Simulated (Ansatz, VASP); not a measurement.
**Sn4Te3Se (SnTe0.75Se0.25, rock salt) in two plane-wave programs**

Wanted: the spread between two codes on one cell, functional and k mesh. The cell is invented: As first built, before any earlier steps moved the atoms or strained the cell (in the runner's words): 1x2x2 conventional cells of the SnTe type (32 atoms: 4 Se, 16 Sn, 12 Te); Te/Se share their sites, the best of 600 random draws by like-pair counts in two shells; start lattice by linear mixing of the end members' cells; atoms moved at random by 0.02 A. It may not be a known or stable phase. Of the first pair: The structure shown is the start of the Ansatz relaxation below; VASP solves that cell, so the two are compared at the walk's first step.

Program: Ansatz 0.2.0. Level of theory: plane waves, with VASP 6.6.1 beside it; PBE. Results are calculated unless marked as measured.

**1. Starting point**

The cell holds 32 atoms: 4 Se, 16 Sn and 12 Te. Cell: a = 6.231 Å, b = 12.463 Å, c = 12.463 Å, α = 90.0°, β = 90.0°, γ = 90.0°. It derives from SnTe (SnTe type, space group 225), repeated 1×2×2. As first built, before any earlier steps moved the atoms or strained the cell (in the runner's words): 1x2x2 conventional cells of the SnTe type (32 atoms: 4 Se, 16 Sn, 12 Te); Te/Se share their sites, the best of 600 random draws by like-pair counts in two shells; start lattice by linear mixing of the end members' cells; atoms moved at random by 0.02 A.

**2. Ansatz: relaxation, PBE**

Ansatz runs on its default PAW (the set named soft_2) files.

The two programs are compared at the cell with which this relaxation starts, whose forces are those of its first step.

input.yaml

```yaml
crystal:
  lattice:
    - [6.23128, 0.0, 0.0]
    - [0.0, 12.46255, 0.0]
    - [0.0, 0.0, 12.46255]
  atoms:
    - { symbol: Se, position: [0.49145, 0.00097, 0.9996] }
    - { symbol: Se, position: [0.49517, 0.25112, 0.24992] }
    - { symbol: Se, position: [0.00947, 0.99644, 0.74871] }
    - { symbol: Se, position: [0.00016, 0.74939, 0.00105] }
    - { symbol: Sn, position: [0.00286, 0.00077, 0.00011] }
    - { symbol: Sn, position: [0.99777, 0.25029, 0.25144] }
    - { symbol: Sn, position: [0.50039, 0.99663, 0.25271] }
    - { symbol: Sn, position: [0.49841, 0.25142, 0.99921] }
    - { symbol: Sn, position: [0.00348, 0.99948, 0.5024] }
    - { symbol: Sn, position: [0.00421, 0.24897, 0.74532] }
    - { symbol: Sn, position: [0.50113, 0.99842, 0.75158] }
    - { symbol: Sn, position: [0.50123, 0.24941, 0.49848] }
    - { symbol: Sn, position: [0.99729, 0.50236, 0.00156] }
    - { symbol: Sn, position: [0.99932, 0.75053, 0.25148] }
    - { symbol: Sn, position: [0.49942, 0.49711, 0.25268] }
    - { symbol: Sn, position: [0.49898, 0.74903, 5.0e-05] }
    - { symbol: Sn, position: [0.99695, 0.49827, 0.50037] }
    - { symbol: Sn, position: [0.99775, 0.7507, 0.75066] }
    - { symbol: Sn, position: [0.50639, 0.49959, 0.75016] }
    - { symbol: Sn, position: [0.4983, 0.75194, 0.50081] }
    - { symbol: Te, position: [0.00128, 0.00306, 0.25049] }
    - { symbol: Te, position: [0.00093, 0.24792, 0.99722] }
    - { symbol: Te, position: [0.49841, 0.00019, 0.49827] }
    - { symbol: Te, position: [0.49699, 0.25125, 0.74912] }
    - { symbol: Te, position: [0.99819, 0.24948, 0.49828] }
    - { symbol: Te, position: [0.50284, 0.50233, 0.00171] }
    - { symbol: Te, position: [0.50501, 0.74687, 0.25149] }
    - { symbol: Te, position: [0.99965, 0.50225, 0.249] }
    - { symbol: Te, position: [0.50271, 0.50291, 0.50104] }
    - { symbol: Te, position: [0.50055, 0.74981, 0.75092] }
    - { symbol: Te, position: [0.99956, 0.49821, 0.75109] }
    - { symbol: Te, position: [0.00553, 0.75074, 0.50184] }
kpoints:
  mp_grid: { grid: [4, 2, 2], shift: [0.5, 0.5, 0.5] }
hamiltonian:
  xc: pbe
scf:
  occupations: { method: methfessel_paxton, width: 0.15 }
output:
  forces: true
  stress: true
relax:
  f_tol: 0.02
  max_steps: 45
  cell: { stress_tol: 0.1 }
```

Started as:

```sh
$ ansatz run input.yaml --threads 4 --pin off --max-ram 15360MiB --backend cpu --events-out ev --progress --plain --runs-dir out
```

Numbers of over 12 decimals in the logs are rounded to 6 here.

Output:

```text
The last accepted step is kept in <dir> (removed where the run ends without a failure and the disk answers)
Engine: ansatz 0.2.0, aarch64-unknown-linux-gnu
Pseudopotentials: kind: paw
Pseudopotential: Se, paw, valence charge 16, recommended cutoff 420 eV (normal), Se.paw.azcp
Pseudopotential: Sn, paw, valence charge 14, recommended cutoff 420 eV (normal), Sn.paw.azcp
Pseudopotential: Te, paw, valence charge 16, recommended cutoff 420 eV (normal), Te.paw.azcp
Functional definition: PBE
  parameter kappa = 0.804
  parameter beta = 0.066725
  exchange = pbe_x(kappa = kappa, mu = beta*pi^2/3)
  correlation = pbe_c(beta = beta)
Crystal: 32 atoms, lattice volume = 967.812 Å³
Basis set: ecut = 420 eV, 18909 PW (Γ), exchange–correlation on 90×180×180 points (8 copies of the dense FFT grid, shifted against one another)
Bands: 288, of which v1, the nominal top of the filled ones, is band 240 counted from 1 (239 counted from 0)
Symmetry: 1 space group operations
Space group: P1 (ITA 1), of the structure as read, at distance tolerance 9.9e-5 Å
k-points: 8 of 16 (time reversal used)
Non-local potential: Se, projectors of the file, l = 0: 2, l = 1: 2, l = 2: 3, l = 3: 1
Non-local potential: Sn, projectors of the file, l = 0: 2, l = 1: 2, l = 2: 2, l = 3: 2
Non-local potential: Te, projectors of the file, l = 0: 2, l = 1: 2, l = 2: 2, l = 3: 2
PAW form: soft (Blöchl's): semilocal exchange-correlation on the pseudo side does not see the compensation charge
PAW one-centre angular grid: Se, 590 points (default); XC on 64 Gauss nodes
PAW one-centre angular grid: Sn, 590 points (default); XC on 64 Gauss nodes
PAW one-centre angular grid: Te, 590 points (default); XC on 64 Gauss nodes
Initial density: superposition of atomic densities (neutral atoms: chi_scale 0, normalization atom), corrected by the library's trained network
Initial wavefunctions: pseudopotential atomic-orbital guess
Functional: x = pbe(κ = 0.804, μ = 0.219515), c = pbe(β = 0.066725)
SCF iter   1: F=—  HF=-202032.610891 eV  |F-HF|=—  |Δ(HF+E_count)|=         —  Δρ=8.92e-4  dr2=2.18e-2  ethr=1.77e-3  ⟨swp⟩=7.0  Hψ=9208  notcnv=0
preconditioner: auto → Resta (q_TF=auto, 2.427 Å⁻¹)  ε∞=4.5  [insulator: Δε(μ)=0.701 eV  Ē_g=8.120 eV  σ=0.150 eV  W_gap=1.00  n_scr=232 (ndim 8)  ℏωp=15.1 eV  f_vac=0.011  D(μ)=-0.14/eV (n_scr^D=0)  ε∞_Penn≈4.5]
SCF iter   2: F=—  HF=-202032.590250 eV  |F-HF|=—  |Δ(HF+E_count)|=   2.06e-2  S|Δr|=    0.00e0  Δρ=6.28e-4  dr2=4.14e-3  ethr=4.55e-6  ⟨swp⟩=2.0  Hψ=4416  notcnv=0
SCF iter   3: F=—  HF=-202032.590215 eV  |F-HF|=—  |Δ(HF+E_count)|=   3.50e-5  S|Δr|=    0.00e0  Δρ=2.09e-4  dr2=4.81e-4  ethr=8.62e-7  ⟨swp⟩=2.0  Hψ=2940  notcnv=0
SCF iter   4: F=—  HF=-202032.590426 eV  |F-HF|=—  |Δ(HF+E_count)|=   2.11e-4  S|Δr|=    0.00e0  Δρ=6.85e-5  dr2=4.28e-5  ethr=1.00e-7  ⟨swp⟩=2.0  Hψ=3482  notcnv=0
SCF iter   5: F=—  HF=-202032.590792 eV  |F-HF|=—  |Δ(HF+E_count)|=   3.66e-4  S|Δr|=    0.00e0  Δρ=2.03e-5  dr2=8.91e-6  ethr=8.91e-9  ⟨swp⟩=2.0  Hψ=3920  notcnv=0
SCF iter   6: F=—  HF=-202032.590793 eV  |F-HF|=—  |Δ(HF+E_count)|=   1.10e-6  S|Δr|=    0.00e0  Δρ=7.18e-6  dr2=1.02e-6  ethr=1.86e-9  ⟨swp⟩=2.0  Hψ=3930  notcnv=0
SCF iter   7: F=—  HF=-202032.590794 eV  |F-HF|=—  |Δ(HF+E_count)|=   5.89e-7  S|Δr|=    0.00e0  Δρ=3.22e-6  dr2=1.77e-7  ethr=2.13e-10  ⟨swp⟩=2.0  Hψ=3930  notcnv=0
SCF iter   8: F=-202032.590794 eV  HF=-202032.590794 eV  |F-HF|=1.14e-8  |Δ(HF+E_count)|=   5.37e-8  S|Δr|=    0.00e0  Δρ=1.10e-6  dr2=1.96e-8  ethr=2.08e-11  ⟨swp⟩=4.0  Hψ=7371  notcnv=0
WARN: on these k-points the computed levels leave a gap of 0.6859 eV at the electron count, 4.6 widths of the methfessel_paxton smearing (0.1500 eV); against the step filling of these same bands (every level under the gap full, every level over it empty) smearing changes F+E_penalty+E_count by +0.187 meV and its σ→0 estimate by -0.379 meV; at least one of the two is larger in size than the energy tolerance (0.100 meV [...]
SCF 1 converged in 8 iterations: F = -202032.590794 eV  dr2 = 1.96e-8
  greatest PAW one-centre occupation: 1.000 electrons in one spin orbital (limit 2), on the Se atom at site 2 (counted from 0), in its partial waves of l = 2
relax step   1: F+E_penalty+E_count = -202032.59079357 eV  Δ(F+E_penalty+E_count) = +0.000e0 eV  max|allowed force component| = 4.805e-1 eV/Å  Δτ_max = 0.0000 Å  P = +2.516 GPa  Ω = 967.812 Å³  (8 SCF iters, dr2 threshold 1.00e-7 eV, accepted)
Crystal: 32 atoms, lattice volume = 1058.351 Å³
[...]
Initial wavefunctions: pseudopotential atomic-orbital guess (no wavefunctions were taken with the density)
iter 1 solved again at ethr=3.13e-7 eV; its pass at ethr=3.10e-3 eV (dr2=1.50e-3 eV) is discarded
SCF iter   1: F=—  HF=-202033.400965 eV  |F-HF|=—  |Δ(HF+E_count)|=         —  Δρ=4.07e-4  dr2=4.65e-5  ethr=3.13e-7  ⟨swp⟩=4.0  Hψ=14904  notcnv=0
preconditioner: auto → Resta (q_TF=auto, 2.399 Å⁻¹)  ε∞=4.4  [insulator: Δε(μ)=0.892 eV  Ē_g=7.877 eV  σ=0.150 eV  W_gap=1.00  n_scr=236 (ndim 8)  ℏωp=14.6 eV  f_vac=0.020  D(μ)=-0.01/eV (n_scr^D=0)  ε∞_Penn≈4.4]
SCF iter   2: F=—  HF=-202033.423332 eV  |F-HF|=—  |Δ(HF+E_count)|=   2.24e-2  S|Δr|=    0.00e0  Δρ=2.06e-4  dr2=1.06e-5  ethr=9.69e-9  ⟨swp⟩=3.0  Hψ=4534  notcnv=0
[...]
SCF converged after 7 iterations
Stability not checked: this state was not tested for a lower state beside it, because cold or Methfessel-Paxton smearing, or corrected tetrahedra, fill the levels in a way that the test cannot read (fill_not_monotonic; see scf.lower_state_search)
Free energy (F): -202033.431236 eV
Harris-Foulkes:  -202033.431236 eV  (|F-HF|=1.16e-10)
Internal energy: -202033.431311 eV  (E = F + TS)
E sigma→0 (E₀):  -202033.431255 eV
Entropy (-TS):   0.000075 eV (0.002 meV/atom)
Fermi energy:    8.698509 eV
Step filling:    the computed levels leave a gap of 0.8911 eV = 5.9 smearing widths at the electron count; against every level under it full and every level over it empty, smearing changes F+E_penalty+E_count by +3.75e-3 meV and its σ→0 estimate by -0.015 meV
--- Per-component energies (eV) ---
  E_band       = -6556.083885
  E_kinetic    = 5588.875489
  E_local      = -41392.377397  (includes V_loc(G=0)·N_el)
  E_nonlocal   = -6631.405577
  E_hartree    = 24170.389237
  E_xc         = -8034.204178
  E_vxc        = -3178.335273  (∫ρ·V_xc dr)
  E_paw        = -129721.811010  (= ΣΔE_a)
  E_vpaw       = -9283.616703  (= ΣTr[D̂ρ^β])
  E_aug_tail   = -0.004621  (compensation charges beyond the density's cutoff)
  E_ewald      = -46012.893254
  E_smearing   = 0.000075  (= −TS)
  E_closure    = -0.000000  (closes the sum)
  Σ components = -202033.431236   (vs F -202033.431236, Δ=0.00e0)
--- Forces (eV/Å), atoms counted from 1 ---
  atom   1  Se    -0.00286752     0.00021091     0.00134580
  atom   2  Se    -0.00105435     0.00122054     0.00326755
  atom   3  Se     0.00139233     0.00370464     0.00138209
  atom   4  Se     0.00163629     0.00587627     0.00148734
  atom   5  Sn     0.00133480     0.00509859    -0.00419943
  atom   6  Sn     0.00033088     0.00380946    -0.00497075
  atom   7  Sn     0.00017762     0.00311674    -0.00219692
  atom   8  Sn     0.00230274    -0.00137570    -0.00313435
  atom   9  Sn     0.00009131    -0.00128650     0.00612915
  atom  10  Sn     0.00130132    -0.00386270     0.01050777
  atom  11  Sn     0.00073590     0.00040984     0.00117236
  atom  12  Sn     0.00007053     0.00056966     0.00305276
  atom  13  Sn    -0.00028009    -0.00620742     0.00107636
  atom  14  Sn    -0.00052459     0.00086794     0.00160557
  atom  15  Sn    -0.00250653    -0.00048680    -0.00000911
  atom  16  Sn    -0.00101941    -0.00256403    -0.00268339
  atom  17  Sn     0.00011963     0.00110134     0.00197872
  atom  18  Sn    -0.00111236     0.00354899    -0.00596282
  atom  19  Sn     0.00209393    -0.00133971     0.00121118
  atom  20  Sn    -0.00038834     0.00089373     0.00206464
  atom  21  Te    -0.00028579    -0.00377228    -0.00003929
  atom  22  Te    -0.00103734    -0.00722081    -0.00213974
  atom  23  Te     0.00029669    -0.00173903    -0.00269031
  atom  24  Te    -0.00276633     0.00441833    -0.00419818
  atom  25  Te    -0.00041239     0.00102032    -0.00636019
  atom  26  Te     0.00077362     0.00139898    -0.00238866
  atom  27  Te    -0.00081895    -0.00173554     0.00282164
  atom  28  Te     0.00198140     0.00183278     0.00198689
  atom  29  Te     0.00008139     0.00050743     0.00018775
  atom  30  Te     0.00141616    -0.00315456    -0.00010251
  atom  31  Te    -0.00130076     0.00083832    -0.00078444
  atom  32  Te     0.00023847    -0.00569797     0.00057839
  max |Σ_I F_I| component: 4.13e-6 eV/Å
--- Stress (GPa, compression-positive) ---
       -0.000552       0.004817      -0.001180
        0.004817      -0.002293      -0.000041
       -0.001180      -0.000041      -0.009825
  P = ⅓ Tr σ = -0.0042 GPa (-0.042 kbar)
--- Relaxed structure (11 steps of the walk, 9 accepted, 1 SCFs on fresh bases) ---
  F+E_penalty+E_count = -202033.43123592 eV   max|allowed force component| = 1.051e-2 eV/Å   (the final SCF, on the basis selected at the relaxed cell)
  cell:  # Å, volume = 1037.7025 Å³
    - [6.387003, -0.011509, -0.012847]
    - [-0.023017, 12.744368, -0.124858]
    - [-0.025694, -0.124858, 12.749768]
  atoms:
    - { symbol: Se, position: [0.467870, 0.00838725, 0.993782] }
    - { symbol: Se, position: [0.478875, 0.255090, 0.240703] }
    - { symbol: Se, position: [0.022583, 1.008342, 0.742864] }
    - { symbol: Se, position: [0.025051, 0.757069, -0.00671418] }
    - { symbol: Sn, position: [0.022658, -0.014300, 0.00233692] }
    - { symbol: Sn, position: [1.030230, 0.245958, 0.251419] }
    - { symbol: Sn, position: [0.504103, 0.995760, 0.254494] }
    - { symbol: Sn, position: [0.480912, 0.235930, 1.014161] }
    - { symbol: Sn, position: [0.015159, 0.997471, 0.516305] }
    - { symbol: Sn, position: [0.00810809, 0.235685, 0.751728] }
    - { symbol: Sn, position: [0.469296, 1.000818, 0.765775] }
    - { symbol: Sn, position: [0.505754, 0.246621, 0.502420] }
    - { symbol: Sn, position: [0.995742, 0.496987, 0.00272224] }
    - { symbol: Sn, position: [1.003014, 0.746072, 0.254232] }
    - { symbol: Sn, position: [0.494410, 0.482227, 0.251334] }
    - { symbol: Sn, position: [0.473269, 0.748196, 0.003388] }
    - { symbol: Sn, position: [1.001958, 0.498205, 0.503973] }
    - { symbol: Sn, position: [1.004314, 0.748574, 0.766329] }
    - { symbol: Sn, position: [0.493487, 0.498588, 0.752462] }
    - { symbol: Sn, position: [0.498606, 0.746637, 0.503275] }
    - { symbol: Te, position: [0.00593662, 0.00275949, 0.243324] }
    - { symbol: Te, position: [-0.010901, 0.254810, 0.994774] }
    - { symbol: Te, position: [0.509530, 0.00399834, 0.495420] }
    - { symbol: Te, position: [0.505232, 0.255766, 0.743561] }
    - { symbol: Te, position: [1.005376, 0.254616, 0.494696] }
    - { symbol: Te, position: [0.494649, 0.506668, -0.00493921] }
    - { symbol: Te, position: [0.500648, 0.754507, 0.246639] }
    - { symbol: Te, position: [0.995257, 0.502776, 0.245497] }
    - { symbol: Te, position: [0.501100, 0.503904, 0.494105] }
    - { symbol: Te, position: [0.504686, 0.757075, 0.747132] }
    - { symbol: Te, position: [1.000716, 0.507604, 0.746142] }
    - { symbol: Te, position: [0.00414928, 0.755058, 0.495431] }
```

**3. VASP: single point, PBE, start cell, pair 1**

The same cell, functional, mesh and smearing now go to VASP, with its own data sets.

Lines of VASP's logs that name or quote its potential files are left out, and so is its time.

INCAR

```
SYSTEM = Sn4Te3Se
PREC = Accurate
ENCUT = 400
EDIFF = 1E-06
NELM = 120
ISMEAR = 1
SIGMA = 0.15
LREAL = Auto
ALGO = Normal
GGA = PE
NBANDS = 188
LORBIT = 11
LWAVE = .FALSE.
LCHARG = .FALSE.
ISIF = 2
ISYM = 0
LASPH = .TRUE.
GGA_COMPAT = .FALSE.
EFERMI = MIDGAP
KPAR = 4
```

POSCAR

```
Sn4Te3Se
1.0
    6.2312800000      0.0000000000      0.0000000000
    0.0000000000     12.4625500000      0.0000000000
    0.0000000000      0.0000000000     12.4625500000
Se Sn Te
4 16 12
Direct
    0.4914560090      0.0009709088      0.9996028100
    0.4951631126      0.2511203566      0.2499167506
    0.0094683596      0.9964413382      0.7487071266
    0.0001604807      0.7493891700      0.0010511492
    0.0028565560      0.0007703078      0.0001123366
    0.9977725283      0.2502938805      0.2514413182
    0.5003947825      0.9966339152      0.2527091165
    0.4984048221      0.2514172461      0.9992096321
    0.0034824306      0.9994824494      0.5024011940
    0.0042045936      0.2489699139      0.7453209817
    0.5011329935      0.9984232761      0.7515797329
    0.5012292819      0.2494112361      0.4984774384
    0.9972910863      0.5023610738      0.0015566638
    0.9993131427      0.7505285836      0.2514814384
    0.4994158504      0.4971133516      0.2526770204
    0.4989825525      0.7490280882      0.0000481442
    0.9969540769      0.4982688134      0.5003711119
    0.9977564802      0.7506970885      0.7506569683
    0.5063967596      0.4995927800      0.7501594778
    0.4982924857      0.7519408147      0.5008124341
    0.0012838454      0.0030571592      0.2504864574
    0.0009307879      0.2479187646      0.9972196701
    0.4984048221      0.0001925770      0.4982688134
    0.4969925922      0.2512487412      0.7491163526
    0.9981897780      0.2494834524      0.4982768374
    0.5028340887      0.5023289776      0.0017091205
    0.5050166258      0.7468696214      0.2514894624
    0.9996501521      0.5022487372      0.2490020100
    0.5027057041      0.5029067085      0.5010371072
    0.5005552631      0.7498064200      0.7509217616
    0.9995538637      0.4982126451      0.7510902664
    0.0055365832      0.7507372087      0.5018395112
```

KPOINTS

```
Points of the shifted mesh
16
Reciprocal
 0.1250000000  0.2500000000  0.2500000000 1
 0.1250000000  0.2500000000  0.7500000000 1
 0.1250000000  0.7500000000  0.2500000000 1
 0.1250000000  0.7500000000  0.7500000000 1
 0.3750000000  0.2500000000  0.2500000000 1
 0.3750000000  0.2500000000  0.7500000000 1
 0.3750000000  0.7500000000  0.2500000000 1
 0.3750000000  0.7500000000  0.7500000000 1
 0.6250000000  0.2500000000  0.2500000000 1
 0.6250000000  0.2500000000  0.7500000000 1
 0.6250000000  0.7500000000  0.2500000000 1
 0.6250000000  0.7500000000  0.7500000000 1
 0.8750000000  0.2500000000  0.2500000000 1
 0.8750000000  0.2500000000  0.7500000000 1
 0.8750000000  0.7500000000  0.2500000000 1
 0.8750000000  0.7500000000  0.7500000000 1
```

Potentials, in the order of the species: Se, Sn_d and Te (PBE family, release 64).

Started as:

```sh
$ mpirun -np 4 vasp_std
```

Output:

```text
[banner, memory and clock lines left out]
running    4 mpi-ranks, on    1 nodes
[...]
LDA part: xc-table for (Slater+PW92), standard interpolation
 POSCAR, INCAR and KPOINTS ok, starting setup
[...]
entering main loop
       N       E                     dE             d eps       ncg     rms          rms(c)
DAV:   1     0.371300632666E+04    0.37130E+04   -0.11542E+05  6016   0.177E+03
DAV:   2     0.615252925702E+03   -0.30978E+04   -0.30377E+04  6016   0.519E+02
DAV:   3    -0.480442188035E+02   -0.66330E+03   -0.62906E+03  6740   0.209E+02
DAV:   4    -0.120360833410E+03   -0.72317E+02   -0.69310E+02  7048   0.645E+01
[...]
DAV:  14    -0.122639838610E+03    0.14082E-05   -0.12877E-05  7336   0.167E-02    0.279E-02
DAV:  15    -0.122639834129E+03    0.44811E-05   -0.11937E-05  7360   0.131E-02    0.119E-02
DAV:  16    -0.122639833614E+03    0.51509E-06   -0.26199E-06  4976   0.572E-03
   1 F= -.12263983E+03 E0= -.12264527E+03  d E =0.163192E-01
```

From OUTCAR (step 3):

```text
  Total       15.3928834     14.6632397     14.6255908     -0.0918288     -0.0075226      0.0116915
  in kB       25.4823495     24.2744513     24.2121250     -0.1520192     -0.0124535      0.0193548
  external PRESSURE =      24.6563086 kB  Pullay stress =       0.0000000 kB

 POSITION                                       TOTAL-FORCE (eV/Angst)
 -----------------------------------------------------------------------------------
      3.06240      0.01210     12.45760         0.020697      0.007164     -0.049306
      3.08550      3.12960      3.11460         0.015124      0.012860      0.018959
      0.05900     12.41820      9.33080        -0.040415      0.066365     -0.023012
      0.00100      9.33930      0.01310         0.012167     -0.050872      0.000090
      0.01780      0.00960      0.00140         0.059460     -0.386255     -0.330281
      6.21740      3.11930      3.13360         0.018594      0.053190     -0.173839
      3.11810     12.42060      3.14940         0.002433      0.362411     -0.484234
      3.10570      3.13330     12.45270         0.027822     -0.416659      0.379849
      0.02170     12.45610      6.26120        -0.057819     -0.019207      0.345942
      0.02620      3.10280      9.28860        -0.077955     -0.333772      0.172596
      3.12270     12.44290      9.36660        -0.042660      0.034380      0.419808
      3.12330      3.10830      6.21230        -0.043652      0.090075     -0.364667
      6.21440      6.26070      0.01940         0.069781      0.308694     -0.033727
      6.22700      9.35350      3.13410         0.052256      0.014656     -0.375488
[...]
-----------------------------------------------------------------------------------
    total drift:                               -0.008478      0.012356      0.003233

  FREE ENERGIE OF THE ION-ELECTRON SYSTEM (eV)
  ---------------------------------------------------
  free  energy   TOTEN  =      -122.6398336141 eV

  energy  without entropy=     -122.6561528039  energy(sigma->0) =     -122.64527334

[... 3 further parts left out ...]
[key lines of the parts left out:]
E-fermi :   7.0566
```

Methfessel-Paxton smearing is not meant for a cell with a gap.

[end of part 1 of 2]

[Lines on the potential files, build, host, timing and source positions are cut from VASP's logs without a mark.]

[Logs are printed without paths, hosts, clocks, repeated set-up lines and the standing remarks that a program may print on its own settings, such as how far it seeks lower states.]

[Hosts, paths, dates, database ids (printed as entryN), source tags and the programs' standing remarks are cut or masked in the printed files.]
